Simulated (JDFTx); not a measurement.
**CsPbCl3: single point with PBEsol**

Crystal: CsPbCl3.

```
CELL_PARAMETERS angstrom
5.60500 0.00000 0.00000
0.00000 5.60500 0.00000
0.00000 0.00000 5.60500
ATOMIC_POSITIONS crystal
Pb 0.50000 0.50000 0.50000
Cs 0.00000 0.00000 0.00000
Cl 0.50000 0.00000 0.50000
Cl 0.00000 0.50000 0.50000
Cl 0.50000 0.50000 0.00000
```

- Program: JDFTx 1.7.0 (patched build)
- Task: single point
- Functional: PBEsol
- Potentials or basis: PseudoDojo-SR-PBEsol-0.4.1-standard with smoothed tails
- Cutoff: 789 eV
- Density cutoff: 6313 eV
- k mesh: 5 × 5 × 5
- Occupations: fermi-dirac, width 0.05 eV
- Spin: no spin polarisation

```json
{
 "Pressure": "0.2 GPa",
 "Band gap on the k mesh": "2.86 eV, direct",
 "Loewdin charges": "Pb +0.63; Cs +0.79; Cl -0.43 e"
}
```

Levels at points of the mesh, in eV from the valence-band top:
```tsv
k point	band 20	band 21	band 22	band 23	band 24	band 25
(0.00, 0.00, 0.00)	-1.89	-1.89	-1.89	3.85	4.84	4.84
```

It took 2.4 min on 1 thread of Intel(R) Xeon(R) 6975P-C (Granite Rapids), with other jobs on the host, peak memory 0.27 GiB.

Caveat: the empty levels aren't tightly converged; spin-orbit coupling is left out, which as a rule narrows the gap of such compounds by several tenths of an eV; an odd mesh through Γ misses points on the zone boundary, where band edges often lie.
